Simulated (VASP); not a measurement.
**RbBr in VASP: one cell, several levels of theory**

Aim: gap, levels, forces and stress of RbBr (zincblende) at fixed geometry. Runs: PBE, r2SCAN, LDA, PBEsol, PBE+SOC. The results are then set beside those of Ansatz 0.2.0 for the same cell. This is a trial cell built on a prototype, not taken from a measured structure, and it needn't be the compound's ground state.

Code: VASP 6.6.1. PAW datasets, plane waves. Spin-unpolarised throughout. Whether this structure exists isn't addressed.

### 1 The structure to begin with

The cell comes from an earlier relaxation with r2SCAN in another program.

Space group F-43m (No. 216), cubic; conventional cell a = 7.739 Å, 57.94 Å³ an atom. Rb has 4 Br at 3.35 Å; Br has 4 Rb at 3.35 Å.

Coordinates:

```xyz
2
Lattice="0.0000 3.8695 3.8695 3.8695 0.0000 3.8695 3.8695 3.8695 0.0000" Properties=species:S:1:pos:R:3 pbc="T T T"
Rb    0.0000    0.0000    0.0000
Br    1.9347    1.9347    1.9347
```

### 2 Single point with PBE

INCAR reads:

```
ENCUT = 520.000000
SIGMA = 0.020000
EDIFF = 1.00e-07
GGA = PE
PREC = Accurate
IBRION = -1
ISIF = 2
ISMEAR = -1
NBANDS = 15
NELM = 120
NSW = 0
LASPH = .TRUE.
LCHARG = .FALSE.
LWAVE = .FALSE.
LREAL = .FALSE.
```

KPOINTS reads:

```
KPOINTS created by Atomic Simulation Environment
0
Gamma
6 6 6
0 0 0
```

KPOINTS_OPT reads:

```
special points
6
Reciprocal
0.0000000000 0.0000000000 0.0000000000 1
0.5000000000 0.0000000000 0.5000000000 1
0.5000000000 0.2500000000 0.7500000000 1
0.3750000000 0.3750000000 0.7500000000 1
0.5000000000 0.5000000000 0.5000000000 1
0.6250000000 0.2500000000 0.6250000000 1
```

POSCAR reads:

```
Rb Br
 1.0000000000000000
     0.0000000000000000    3.8694967141275005    3.8694967141275005
     3.8694967141275005    0.0000000000000000    3.8694967141275005
     3.8694967141275005    3.8694967141275005    0.0000000000000000
 Rb  Br
   1   1
Cartesian
 -0.0000000000000000  0.0000000000000000  0.0000000000000000
  1.9347483570637503  1.9347483570637503  1.9347483570637503
```

The run uses the recommended PBE PAW datasets (16 valence electrons a neutral cell).

On the command line:

```
> mpirun -np 1 vasp_std
```

### 3 r2SCAN at this geometry

INCAR reads:

```
ENCUT = 520.000000
SIGMA = 0.010000
EDIFF = 1.00e-07
ALGO = Normal
METAGGA = R2SCAN
PREC = Accurate
IBRION = -1
ISIF = 2
ISMEAR = 0
NBANDS = 15
NELM = 120
NSW = 0
LASPH = .TRUE.
LCHARG = .FALSE.
LWAVE = .FALSE.
LREAL = .FALSE.
```

KPOINTS is that of step 2.

KPOINTS_OPT is that of step 2.

POSCAR is that of step 2.

### 4 Single point with LDA

INCAR, as its differences from that of step 3:

```diff
@@ -3,4 +3,3 @@
 EDIFF = 1.00e-07
-ALGO = Normal
-METAGGA = R2SCAN
+GGA = CA
 PREC = Accurate
```

KPOINTS is that of step 3.

KPOINTS_OPT is that of step 3.

POSCAR is that of step 3.

Potentials: the recommended LDA PAW datasets, 16 valence electrons in the neutral cell.

### 5 PBEsol

INCAR, as its differences from that of step 4:

```diff
@@ -3,3 +3,3 @@
 EDIFF = 1.00e-07
-GGA = CA
+GGA = PS
 PREC = Accurate
```

KPOINTS is that of step 4.

KPOINTS_OPT is that of step 4.

POSCAR is that of step 4.

The run uses the recommended PBE PAW datasets (16 valence electrons a neutral cell).

### 6 Single point with PBE+SOC

INCAR reads:

```
ENCUT = 520.000000
SIGMA = 0.010000
EDIFF = 1.00e-07
GGA = PE
PREC = Accurate
IBRION = -1
ISIF = 2
ISMEAR = 0
NBANDS = 27
NELM = 120
NSW = 0
LASPH = .TRUE.
LCHARG = .FALSE.
LWAVE = .FALSE.
LSORBIT = .TRUE.
GGA_COMPAT = .FALSE.
LREAL = .FALSE.
MAGMOM = 0.0 0.0 0.0 0.0 0.0 0.0
```

KPOINTS is that of step 5.

KPOINTS_OPT is that of step 5.

POSCAR is that of step 5.

Q: Predict the outcome of this session. Wanted: for each run, gap; pressure; Ansatz: gap; Ansatz: pressure.

The runs gave:

```
  level  gap (eV)  pressure (GPa)  Ansatz: gap (eV)  Ansatz: pressure (GPa)
    PBE      4.08            0.19              4.07                    0.17
 r2SCAN      4.65            0.01              4.65                    0.00
    LDA      3.82           -0.93              3.81                   -0.95
 PBEsol      4.12           -0.29              4.12                   -0.31
PBE+SOC      3.94            0.19              3.94                    0.17
```

The gap spans 3.82 eV (LDA) to 4.65 eV (r2SCAN). Spin-orbit coupling changes the PBE gap by -0.14 eV. Leaving spin-orbit runs aside: At this one volume the pressure spans -0.9 GPa (LDA) to 0.2 GPa (PBE): PBE wants the largest cell and LDA the smallest. The two programs agree on the gap within 0.02 eV, far less than the spread between functionals. The two codes have different PAW datasets and cutoffs. LDA means the Perdew–Zunger form in VASP and the Perdew–Wang form in Ansatz.
